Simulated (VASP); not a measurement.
# Na16H (a cell with a defect) in VASP: single point with PBE

Aim: the single point of Na16H (a cell with a defect) with PBE.

Program: VASP 6.6.1. These are calculated values, not measurements. Logs are shortened: lines on timing, memory, paths and dates and some standing lists are left out, and cuts for length are marked.

## Step 1: Starting point

The cell holds a defect, 17 atoms: a = 8.460 Å, b = 8.460 Å, c = 8.460 Å, α = 90.00°, β = 90.00°, γ = 90.00°.

The cell was built by a generator and needn't be a form met in nature.

## Step 2: Single point, PBE

INCAR

```
  ALGO = Fast
  EDIFF = 1E-7
  ENCUT = 520
  GGA = PE
  ISIF = 2
  ISMEAR = 0
  LASPH = T
  LCHARG = F
  LREAL = Auto
  LWAVE = F
  NBANDS = 70
  NELM = 100
  PREC = Accurate
  SIGMA = 0.15
```

KPOINTS

```
k-points
0
Gamma
  2 2 2
```

POSCAR

```
Na16H
1.0
    8.4600000000      0.0000000000      0.0000000000
    0.0000000000      8.4600000000      0.0000000000
    0.0000000000      0.0000000000      8.4600000000
Na H
16 1
Direct
   -0.0124058850      0.0076640112     -0.0004007686
    0.5122717559      0.0076573344     -0.0003985389
    0.0123251521      0.4877106512     -0.0004064838
   -0.0176479155     -0.0063849419      0.4993999522
    0.2499606249      0.2424345408      0.2617949079
    0.4875565567      0.4877073679     -0.0004062264
    0.5175145149     -0.0063651684      0.4993947431
    0.7499332275      0.2566564594      0.2668924227
    0.0118073385      0.5191014517      0.4991637022
    0.2499565560      0.7628101736      0.2375398398
    0.2499585965      0.2423918950      0.7369865255
    0.4880262042      0.5191233215      0.4991635913
    0.7499065446      0.7309418015      0.2375156631
    0.7499386559      0.2568499425      0.7319142163
    0.2499564161      0.7627691518      0.7613724241
    0.7499066118      0.7310983521      0.7610125607
    0.7499342450      0.1254020359      0.4993169789
```

Potentials or basis: VASP PAW PBE potentials, release 64 (Na_pv, H).

Run with:

```
$ cat potpaw_PBE.64/Na_pv/POTCAR potpaw_PBE.64/H/POTCAR > POTCAR
$ mpirun -np 1 vasp_std > vasp.out
```

OUTCAR:

```text
EDIFF = 1E-7
   ENCUT = 520
   GGA = PE
   ISIF = 2
   ISMEAR = 0
   LASPH = T
   LREAL = Auto
   NELM = 100
   PREC = Accurate

 ion  position               nearest neighbor table
   1  0.988  0.008  1.000-
   2  0.512  0.008  1.000-
   3  0.012  0.488  1.000-
   4  0.982  0.994  0.499-
   5  0.250  0.242  0.262-
   6  0.488  0.488  1.000-
[... 9 lines left out ...]
  16  0.750  0.731  0.761-
  17  0.750  0.125  0.499-

  LATTYP: Found a simple cubic cell.
 ALAT       =     8.4600000000

  Lattice vectors:

 A1 = (   8.4600000000,   0.0000000000,   0.0000000000)
 A2 = (   0.0000000000,   8.4600000000,   0.0000000000)
 A3 = (   0.0000000000,   0.0000000000,   8.4600000000)

Analysis of symmetry for initial positions (statically):
=====================================================================
 Subroutine PRICEL returns:
 Original cell was already a primitive cell.

 Routine SETGRP: Setting up the symmetry group for a
 simple cubic supercell.

 Subroutine GETGRP returns: Found  1 space group operations
 (whereof  1 operations were pure point group operations)
 out of a pool of 48 trial point group operations.

The static configuration has the point symmetry C_1 .

Analysis of symmetry for dynamics (positions and initial velocities):
=====================================================================
 Subroutine PRICEL returns:
 Original cell was already a primitive cell.

 Routine SETGRP: Setting up the symmetry group for a
 simple cubic supercell.

 Subroutine GETGRP returns: Found  1 space group operations
 (whereof  1 operations were pure point group operations)
 out of a pool of 48 trial point group operations.

The dynamic configuration has the point symmetry C_1 .

 Subroutine INISYM returns: Found  1 space group operations
 (whereof  1 operations are pure point group operations),
 and found     1 'primitive' translations

----------------------------------------------------------------------------------------

                                     Primitive cell

  volume of cell :     605.4957

  direct lattice vectors                    reciprocal lattice vectors
     8.460000000  0.000000000  0.000000000     0.118203310  0.000000000  0.000000000
     0.000000000  8.460000000  0.000000000     0.000000000  0.118203310  0.000000000
     0.000000000  0.000000000  8.460000000     0.000000000  0.000000000  0.118203310

  length of vectors
     8.460000000  8.460000000  8.460000000     0.118203310  0.118203310  0.118203310

  position of ions in fractional coordinates (direct lattice)
     0.987594115  0.007664011  0.999599231
     0.512271756  0.007657334  0.999601461
     0.012325152  0.487710651  0.999593516
     0.982352085  0.993615058  0.499399952
     0.249960625  0.242434541  0.261794908
     0.487556557  0.487707368  0.999593774
[... 9 lines left out ...]
     0.749906612  0.731098352  0.761012561
     0.749934245  0.125402036  0.499316979

  ion indices of the primitive-cell ions
   primitive index   ion index
                 1           1
                 2           2
                 3           3
                 4           4
                 5           5
                 6           6
[... 9 lines left out ...]
                16          16
                17          17

----------------------------------------------------------------------------------------

 KPOINTS: k-points

Automatic generation of k-mesh.
 Grid dimensions read from file:
 generate k-points for:    2    2    2

 Generating k-lattice:

  Cartesian coordinates                     Fractional coordinates (reciprocal lattice)
     0.059101655  0.000000000  0.000000000     0.500000000  0.000000000  0.000000000
     0.000000000  0.059101655  0.000000000     0.000000000  0.500000000  0.000000000
     0.000000000  0.000000000  0.059101655     0.000000000  0.000000000  0.500000000

  Length of vectors
     0.059101655  0.059101655  0.059101655

  Shift w.r.t. Gamma in fractional coordinates (k-lattice)
     0.000000000  0.000000000  0.000000000

 Subroutine IBZKPT returns following result:
 ===========================================

 Found      8 irreducible k-points:

 Following reciprocal coordinates:
            Coordinates               Weight
  0.000000  0.000000  0.000000      1.000000
  0.500000  0.000000  0.000000      1.000000
  0.000000  0.500000  0.000000      1.000000
  0.000000  0.000000  0.500000      1.000000
  0.500000  0.500000  0.000000      1.000000
  0.000000  0.500000  0.500000      1.000000
  0.500000  0.000000  0.500000      1.000000
  0.500000  0.500000  0.500000      1.000000
   k-points           NKPTS =      8   k-points in BZ     NKDIM =      8   number of bands    NBANDS=     70
   number of dos      NEDOS =    301   number of ions     NIONS =     17
   total plane-waves  NPLWV = 262144
   dimension x,y,z NGX =    64 NGY =   64 NGZ =   64
   dimension x,y,z NGXF=   128 NGYF=  128 NGZF=  128
   ions per type =              16   1
   NGX,Y,Z   is equivalent  to a cutoff of  12.58, 12.58, 12.58 a.u.
   NGXF,Y,Z  is equivalent  to a cutoff of  25.15, 25.15, 25.15 a.u.
 SYSTEM =  unknown system
   PREC   = accura    normal or accurate (medium, high low for compatibility)
   ISTART =      0    job   : 0-new  1-cont  2-samecut
   ICHARG =      2    charge: 1-file 2-atom 10-const
   ISPIN  =      1    spin polarized calculation?
   LNONCOLLINEAR =      F non collinear calculations
   LSORBIT =      F    spin-orbit coupling
   LASPH  =      T    aspherical Exc in radial PAW
   ENCUT  =  520.0 eV  38.22 Ry    6.18 a.u.  15.73 15.73 15.73*2*pi/ulx,y,z
   NELM   =    100;   NELMIN=  2; NELMDL= -5     # of ELM steps
   EDIFF  = 0.1E-06   stopping-criterion for ELM
   LREAL  =      T    real-space projection
   EDIFFG = 0.1E-05   stopping-criterion for IOM
   NSW    =      0    number of steps for IOM
   IBRION =     -1    ionic relax: 0-MD 1-quasi-New 2-CG
   NFREE  =      0    steps in history (QN), initial steepest desc. (CG)
   ISIF   =      2    stress and relaxation
   ISYM   =      2    0-nonsym 1-usesym 2-fastsym
   POTIM  = 0.5000    time-step for ionic-motion
   TEBEG  =    0.0;   TEEND  =   0.0 temperature during run
   PSTRESS=    0.0 pullay stress
   NELECT =     113.0000    total number of electrons
   NUPDOWN=      -1.0000    fix difference up-down
   EMIN   =  10.00;   EMAX   =-10.00  energy-range for DOS
   EFERMI =   0.00;   METHOD = LEGACY
   ISMEAR =     0;   SIGMA  =   0.15  broadening in eV -4-tet -1-fermi 0-gaus
   EFERMI_NEDOS =   21; number of points for ismear=-14 and -15
   IALGO  =     68    algorithm
   IMIX   =      4    mixing-type and parameters
     AMIX     =   0.40;   BMIX     =  1.00
     AMIX_MAG =   1.60;   BMIX_MAG =  1.00
  volume/ion in A,a.u.               =      35.62       240.36
  Fermi-wavevector in a.u.,A,eV,Ry     =   0.935543  1.767921 11.908383  0.875241
  Thomas-Fermi vector in A             =   2.062462
   LORBIT       =      0    0 simple, 1 ext, 2 COOP (PROOUT), +10 PAW based schemes
   GGA     = PE    functional components
   LHFCALC =     F    Hartree Fock is set to
   AEXX    =    0.0000 exact exchange contribution
   IVDW    =     0    specifies the selected vdW correction
   LEPSILON=     F    determine dielectric tensor
   LRPA    =     F    only Hartree local field effects (RPA)
 non-spin polarized calculation
 RMM-DIIS sequential band-by-band and
 Gauss-broadening in eV      SIGMA  =   0.15
  energy-cutoff  :      520.00
  volume of cell :      605.50
 maximum number of plane-waves:     16384
 NGX is ok and might be reduce to    64
   NGX = 31   NGY = 31   NGZ = 31

 number of electron     113.0000018 magnetization

 Free energy of the ion-electron system (eV)
  ---------------------------------------------------
  ext. energy  EPLUGINS =         0.00000000
  ---------------------------------------------------
  free energy    TOTEN  =       -24.03549259 eV

  energy without entropy =      -23.82691381  energy(sigma->0) =      -23.93120320

 E-fermi :   0.1666     XC(G=0):  -6.4690

 val. band max:       -0.0018729847   @ k =   0.0000   0.0000   0.0000
 cond. band min:       0.1967756493   @ k =   0.0000   0.5000   0.5000
 fundamental gap:      0.1986486339
 Fermi energy:         0.1665536648

 k-point     1 :       0.0000    0.0000    0.0000
  band No.  band energies     occupation
      1     -24.6873      2.00000
      2     -24.6863      2.00000
      3     -24.6832      2.00000
      4     -24.6829      2.00000
      5     -24.6810      2.00000
      6     -24.6778      2.00000
[... 60 lines left out ...]
     67       1.4825      0.00000
     68       2.4323      0.00000

 k-point     2 :       0.5000    0.0000    0.0000
  band No.  band energies     occupation
      1     -24.6869      2.00000
      2     -24.6851      2.00000
      3     -24.6832      2.00000
      4     -24.6830      2.00000
      5     -24.6797      2.00000
      6     -24.6786      2.00000
[... 60 lines left out ...]
     67       1.9849      0.00000
     68       1.9887      0.00000

 k-point     3 :       0.0000    0.5000    0.0000
  band No.  band energies     occupation
      1     -24.6871      2.00000
      2     -24.6862      2.00000
      3     -24.6830      2.00000
      4     -24.6827      2.00000
      5     -24.6805      2.00000
      6     -24.6775      2.00000
[... 344 lines left out ...]
     67       2.5012      0.00000
     68       2.5205      0.00000

 k-point     8 :       0.5000    0.5000    0.5000
  band No.  band energies     occupation
      1     -24.6856      2.00000
      2     -24.6850      2.00000
      3     -24.6841      2.00000
      4     -24.6823      2.00000
      5     -24.6784      2.00000
      6     -24.6781      2.00000
[... 60 lines left out ...]
     67       2.5041      0.00000
     68       2.5152      0.00000
 [bands above 68 left out]

------------------------ aborting loop because EDIFF is reached ----------------------------------------

  FORCE on cell =-STRESS in cart. coord.  units (eV):
  Direction    XX          YY          ZZ          XY          YZ          ZX
  --------------------------------------------------------------------------------------
  -------------------------------------------------------------------------------------
  Total       -0.3911696     -0.3482865     -0.3901859      0.0001620     -0.0026211     -0.0000424
  in kB       -1.0350578     -0.9215865     -1.0324547      0.0004286     -0.0069355     -0.0001123
  external PRESSURE =      -0.9963663 kB  Pullay stress =       0.0000000 kB

 VOLUME and BASIS-vectors are now :
 -----------------------------------------------------------------------------
  energy-cutoff  :      520.00
  volume of cell :      605.50
      direct lattice vectors                 reciprocal lattice vectors
     8.460000000  0.000000000  0.000000000     0.118203310  0.000000000  0.000000000
     0.000000000  8.460000000  0.000000000     0.000000000  0.118203310  0.000000000
     0.000000000  0.000000000  8.460000000     0.000000000  0.000000000  0.118203310

 POSITION                                       TOTAL-FORCE (eV/Angst)
 -----------------------------------------------------------------------------------
      8.35505      0.06484      8.45661         0.001881     -0.003111     -0.000797
      4.33382      0.06478      8.45663        -0.001758     -0.002993     -0.000804
      0.10427      4.12603      8.45656         0.000638     -0.000764     -0.000671
      8.31070      8.40598      4.22492        -0.000712      0.002359     -0.000532
      2.11467      2.05100      2.21478        -0.000106      0.002827     -0.001305
      4.12473      4.12600      8.45656        -0.000637     -0.000798     -0.000661
[... 9 lines left out ...]
      6.34421      6.18509      6.43817         0.000109      0.001360     -0.000256
      6.34444      1.06090      4.22422         0.000102     -0.001035      0.002035
 -----------------------------------------------------------------------------------
    total drift:                                0.000211     -0.000356      0.000435

  FREE ENERGIE OF THE ION-ELECTRON SYSTEM (eV)
  ---------------------------------------------------
  free  energy   TOTEN  =       -24.0354925914 eV

  energy  without entropy=      -23.8269138067  energy(sigma->0) =      -23.93120320
```

It took 7.4 min on 1 thread of Intel Xeon Platinum 8488C (Sapphire Rapids), shared host; peak memory 0.62 GiB.

What came out:

```
Free energy            : -24.0355 eV
Pressure               : -0.1 GPa
Largest force          : 0.004 eV/Å
Band gap on the k mesh : none (metal or under the smearing width)
```

Forces on the atoms (eV/Å):
```
Na   0.002 -0.003 -0.001
Na  -0.002 -0.003 -0.001
Na   0.001 -0.001 -0.001
Na  -0.001  0.002 -0.001
Na   0.000  0.003 -0.001
Na  -0.001 -0.001 -0.001
Na   0.001  0.002 -0.001
Na   0.000 -0.001 -0.002
Na  -0.001 -0.002  0.001
Na   0.000  0.000 -0.002
Na   0.000  0.004  0.002
Na   0.001 -0.002  0.001
Na   0.000  0.003  0.001
Na   0.000 -0.003  0.000
Na   0.000  0.000  0.001
Na   0.000  0.001  0.000
H    0.000 -0.001  0.002
```

Caveat: the k mesh is coarse (spacing up to 0.37 Å⁻¹), so the values aren't converged.
